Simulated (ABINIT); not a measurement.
# LiF (Griceite) (Fm-3m) in ABINIT: notebook

Aim: see how the results for LiF (Griceite) move with the level of theory and the settings. Levels: PBEsol, LDA, r2SCAN. Tasks: band structure.

All numbers are computed with ABINIT 10.8.3 (patched build); they aren't measurements. Logs are shortened: lines on timing, memory, paths and dates and some standing lists are left out, and cuts for length are marked. The log counts tension as positive stress, the text compression.

### 1 Starting point

It takes space group Fm-3m (No. 225, cubic). Conventional cell: a = 4.028 Å, b = 4.028 Å, c = 4.028 Å, α = 90.00°, β = 90.00°, γ = 90.00°. F (site symmetry m-3m) has 6 Li at 2.01 Å as nearest neighbours. Li (site symmetry m-3m) is surrounded by 6 F at 2.01 Å.

### 2 Band structure, PBEsol

Input file run.abi:

```
ndtset 2

pp_dirpath "./"
pseudos "F.upf, Li.upf"

acell 3*1.0
rprim
     0.0000000000     3.8059084150     3.8059084150
     3.8059084150     0.0000000000     3.8059084150
     3.8059084150     3.8059084150     0.0000000000
ntypat 2
znucl 9 3
natom 2
typat 1 2
xcart
     3.8059084150     3.8059084150     3.8059084150
     0.0000000000     0.0000000000     0.0000000000

ecut 42.0

ixc -116133

occopt 3
tsmear 0.05 eV

nstep 100

iomode 3
prtwf 0
prteig 0
prtebands 0
enunit 1
prtden1 1
prtvha1 1
prtvclmb1 1
prtpot1 1
prtelf1 1

kptopt1 1
ngkpt1 11 11 11
nshiftk1 1
shiftk1 0.0 0.0 0.0
nband1 9
tolvrs1 1.0e-10

iscf2 -2
getden2 1
nband2 15
nbdbuf2 4
tolwfr2 1.0e-11
kptopt2 -9
ndivsm2 5
prteig2 1
prtvol2 -3
kptbounds2
     0.0000000000     0.0000000000     0.0000000000
     0.5000000000     0.0000000000     0.5000000000
     0.5000000000     0.2500000000     0.7500000000
     0.3750000000     0.3750000000     0.7500000000
     0.0000000000     0.0000000000     0.0000000000
     0.5000000000     0.5000000000     0.5000000000
     0.6250000000     0.2500000000     0.6250000000
     0.5000000000     0.2500000000     0.7500000000
     0.5000000000     0.5000000000     0.5000000000
     0.3750000000     0.3750000000     0.7500000000
```

Potentials or basis: PseudoDojo NC SR PBEsol v0.4.1 standard.

Launch:

```sh
$ mpirun --bind-to none -np 4 abinit run.abi > log 2>&1
```

run.abo:

```text
.Version 10.8.3 of ABINIT
 DATASET    1 : space group Fm -3 m (#225); Bravais cF (face-center cubic)
================================================================================
 Values of the parameters that define the memory need for DATASET  1.
     intxc =       0    ionmov =       0      iscf =       7    lmnmax =       5
     lnmax =       5     mgfft =      32  mpssoang =       3    mqgrid =    3001
     natom =       2  nloc_mem =       1    nspden =       1   nspinor =       1
    nsppol =       1      nsym =      48    n1xccc =    2501    ntypat =       2
    occopt =       3   xclevel =       2
       mpw =        1448          nfft =       32768          nkpt =          56
================================================================================
================================================================================

 DATASET    2 : space group Fm -3 m (#225); Bravais cF (face-center cubic)
================================================================================
 Values of the parameters that define the memory need for DATASET  2.
     intxc =       0    ionmov =       0      iscf =      -2    lmnmax =       5
     lnmax =       5     mgfft =      32  mpssoang =       3    mqgrid =    3001
     natom =       2  nloc_mem =       1    nspden =       1   nspinor =       1
    nsppol =       1      nsym =      48    n1xccc =    2501    ntypat =       2
    occopt =       3   xclevel =       2
       mpw =        1448          nfft =       32768          nkpt =          87
================================================================================
================================================================================

--------------------------------------------------------------------------------
------------- Echo of variables that govern the present computation ------------
--------------------------------------------------------------------------------
 -outvars: echo values of preprocessed input variables --------
            acell      1.0000000000E+00  1.0000000000E+00  1.0000000000E+00 Bohr
              amu      1.89984032E+01  6.94100000E+00
             ecut      4.20000000E+01 Hartree
           enunit           1
           getden1          0
           getden2          1
             iscf1          7
             iscf2         -2
              ixc     -116133
           jdtset        1    2
           kptopt1          1
           kptopt2         -9
         kptrlatt       11    0    0      0   11    0      0    0   11
          kptrlen1     5.92060403E+01
[... 790 lines left out ...]
force_length_stats: {min: null, max: null, mean: null, }
...

 Integrated electronic density in atomic spheres:
 ------------------------------------------------
 Atom  Sphere_radius  Integrated_density
    1        2.00000          7.08016770
    2        2.00000          2.33702511
================================================================================

 ----iterations are completed or convergence reached----

 Mean square residual over all n,k,spin=   34.838E-13; max=  99.753E-13
 reduced coordinates (array xred) for    2 atoms
       0.500000000000      0.500000000000      0.500000000000
       0.000000000000      0.000000000000      0.000000000000

 cartesian coordinates (angstrom) at end:
    1      2.01399999863564     2.01399999863564     2.01399999863564
    2      0.00000000000000     0.00000000000000     0.00000000000000
 length scales=  1.000000000000  1.000000000000  1.000000000000 bohr
              =  0.529177210544  0.529177210544  0.529177210544 angstroms
 Eigenvalues (   eV  ) for nkpt=  87  k points:
 kpt#   1, nband= 15, wtk=  1.00000, kpt=  0.0000  0.0000  0.0000 (reduced coord)
 -41.22190  -20.82473   -1.03555   -1.03555   -1.03555    7.90733   22.88284   22.88284
  22.88284   23.14140   23.14140   23.14140   25.97864   30.37460   30.37460
 kpt#   2, nband= 15, wtk=  1.00000, kpt=  0.0357  0.0000  0.0357 (reduced coord)
 -41.22084  -20.81795   -1.07003   -1.04866   -1.04866    7.96099   22.18334   22.18334
  22.66340   22.66712   23.95677   23.95677   26.54722   30.41979   30.63989
 kpt#   3, nband= 15, wtk=  1.00000, kpt=  0.0714  0.0000  0.0714 (reduced coord)
 -41.21773  -20.79766   -1.17228   -1.08726   -1.08726    8.12031   21.48267   21.48267
  21.74568   22.10006   25.00348   25.00348   27.75158   30.55526   31.32123
 kpt#   4, nband= 15, wtk=  1.00000, kpt=  0.1071  0.0000  0.1071 (reduced coord)
 -41.21275  -20.76413   -1.33867   -1.14921   -1.14921    8.38038   20.76847   20.88913
  20.88913   21.36814   26.16856   26.16856   29.20029   30.78062   32.18304
 kpt#   5, nband= 15, wtk=  1.00000, kpt=  0.1429  0.0000  0.1429 (reduced coord)
 -41.20618  -20.71790   -1.56306   -1.23112   -1.23112    8.73340   19.83428   20.39962
  20.39962   20.59875   27.44736   27.44736   30.79454   31.09517   32.99446
 kpt#   6, nband= 15, wtk=  1.00000, kpt=  0.1786  0.0000  0.1786 (reduced coord)
 -41.19839  -20.65994   -1.83671   -1.32854   -1.32854    9.16902   18.97180   19.86459
[... 230 lines left out ...]
 -41.15044  -20.27544   -3.41093   -2.21702   -1.49348   11.20754   14.55526   17.86312
  18.13056   25.38313   30.32049   30.82334   35.47565   36.35167   37.68345
 kpt#  84, nband= 15, wtk=  1.00000, kpt=  0.4167  0.4167  0.6667 (reduced coord)
 -41.14790  -20.23893   -3.37244   -2.46268   -1.57066   11.76181   14.29650   17.77120
  18.24001   24.47460   30.83128   31.33298   35.10018   36.43768   38.86782
 kpt#  85, nband= 15, wtk=  1.00000, kpt=  0.4028  0.4028  0.6944 (reduced coord)
 -41.14562  -20.20518   -3.37919   -2.62622   -1.64667   12.32216   14.05650   17.63056
  18.34510   23.65881   31.45477   31.95861   34.54859   36.48641   40.18954
 kpt#  86, nband= 15, wtk=  1.00000, kpt=  0.3889  0.3889  0.7222 (reduced coord)
 -41.14387  -20.17780   -3.45516   -2.66787   -1.71650   12.85536   13.84302   17.45727
  18.44301   22.94395   32.17514   32.68170   33.98206   36.50807   41.49137
 kpt#  87, nband= 15, wtk=  1.00000, kpt=  0.3750  0.3750  0.7500 (reduced coord)
 -41.14290  -20.16004   -3.56506   -2.61191   -1.77574   13.28873   13.69943   17.27817
  18.53379   22.32820   32.92914   33.44940   33.53028   36.54426   42.37448

== END DATASET(S) ==============================================================
================================================================================

 -outvars: echo values of variables after computation  --------
            acell      1.0000000000E+00  1.0000000000E+00  1.0000000000E+00 Bohr
           etotal1    -3.1845560782E+01
            fcart1    -0.0000000000E+00 -0.0000000000E+00 -0.0000000000E+00
                      -0.0000000000E+00 -0.0000000000E+00 -0.0000000000E+00
            rprim      0.0000000000E+00  3.8059084150E+00  3.8059084150E+00
                       3.8059084150E+00  0.0000000000E+00  3.8059084150E+00
                       3.8059084150E+00  3.8059084150E+00  0.0000000000E+00
           strten1     4.7683400923E-05  4.7683400923E-05  4.7683400923E-05
                       0.0000000000E+00  0.0000000000E+00  0.0000000000E+00
           xangst      2.0139999986E+00  2.0139999986E+00  2.0139999986E+00
                       0.0000000000E+00  0.0000000000E+00  0.0000000000E+00
             xred      5.0000000000E-01  5.0000000000E-01  5.0000000000E-01
                       0.0000000000E+00  0.0000000000E+00  0.0000000000E+00
 Calculation completed.
```

Run time: 8.3 s. Hardware: 4 MPI ranks of Arm Neoverse V2, shared host; peak memory 0.4 GiB.

Results:

```
Free energy                                           : -866.5619 eV
Pressure                                              : -1.4 GPa
Band gap on the k mesh                                : 8.94 eV, direct
Band gap along the path                               : 8.94 eV, direct
Valence electrons inside the program's atomic spheres : F 7.08; Li 2.34
```

Levels at the corners of the path, in eV from the valence-band top:
```
point  band 1  band 2  band 3  band 4  band 5  band 6  band 7  band 8  band 9  band 10
    Γ  -40.19  -19.79    0.00    0.00    0.00    8.94   23.92   23.92   23.92    24.18
    X  -40.11  -19.08   -3.04   -1.01   -1.01   14.64   16.25   17.36   20.13    20.13
    W  -40.11  -19.11   -2.10   -2.10   -0.80   14.88   14.88   17.35   19.15    27.31
    K  -40.11  -19.13   -2.53   -1.58   -0.74   14.32   14.73   18.31   19.57    23.36
    Γ  -40.19  -19.79    0.00    0.00    0.00    8.94   23.92   23.92   23.92    24.18
    L  -40.12  -19.35   -2.54   -0.23   -0.23   10.63   16.56   18.81   18.81    30.36
    U  -40.11  -19.13   -2.53   -1.58   -0.74   14.32   14.73   18.31   19.57    23.36
    W  -40.11  -19.11   -2.10   -2.10   -0.80   14.88   14.88   17.35   19.15    27.31
    L  -40.12  -19.35   -2.54   -0.23   -0.23   10.63   16.56   18.81   18.81    30.36
    K  -40.11  -19.13   -2.53   -1.58   -0.74   14.32   14.73   18.31   19.57    23.36
```

(Part 1 of 2 ends here.)
